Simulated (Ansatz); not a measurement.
```
CELL_PARAMETERS angstrom
0.00000 2.57631 2.57631
2.57631 0.00000 2.57631
2.57631 2.57631 0.00000
ATOMIC_POSITIONS crystal
K 0.00000 0.00000 0.00000
F 0.50000 0.50000 0.50000
```

RPA correlation and exact exchange on PBE orbitals, all-electron datasets in plane waves (scalar-relativistic, Gaussian nuclei) (Ansatz); 4×4×4 mesh, wave cutoff 3300 eV, correlation extrapolated to infinite response cutoff from cutoffs up to 280 eV, 28 electrons, all correlated, 234 empty bands, long-wavelength term: optical limit. The band count ends below the top response cutoff.

The cell is then scaled evenly to 1.128 times this volume.

Energy change of the cell: PBE -0.093 eV (mean pressure +3.4 GPa).

**Question.** What change follows for the Hartree-Fock expression on these orbitals, RPA correlation and the RPA total?

**Answer.** The Hartree-Fock expression on these orbitals: -0.125 eV (mean pressure +4.6 GPa). RPA correlation: +0.078 eV (mean pressure -2.9 GPa). The RPA total: -0.047 eV (mean pressure +1.7 GPa).

This ran on a trial build of the method. The cell is a model at fixed atoms and needn't be the relaxed known crystal. The correlation step scatters with the plane-wave count, here by about 0.02 eV. The mesh is coarse, so these steps aren't converged.
